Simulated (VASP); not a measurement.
The system is KBr.

```
K Br
1.0
     0.00000    3.27989    3.27989
     3.27989    0.00000    3.27989
     3.27989    3.27989    0.00000
K Br
1 1
Cartesian
  0.0000 0.0000 0.0000
  3.2799 3.2799 3.2799
```

Program: VASP 6.6.1. Alike in all runs: no spin polarisation; cell as given; k mesh 8 × 8 × 8; cutoff (eV) 520; smearing gaussian 0.03 eV.

Problem. Order these runs on this cell by their band gap on the k mesh, lowest first.
A. level r2SCAN; potentials or basis VASP PAW PBE potentials, release 64 (K_sv, Br)
B. level LDA; potentials or basis VASP PAW LDA potentials, release 64 (K_sv, Br)
C. level PBE; potentials or basis VASP PAW PBE potentials, release 64 (K_sv, Br)

Solution. B (4.09 eV), C (4.48 eV), A (5.13 eV).

A k mesh can miss the band edges.
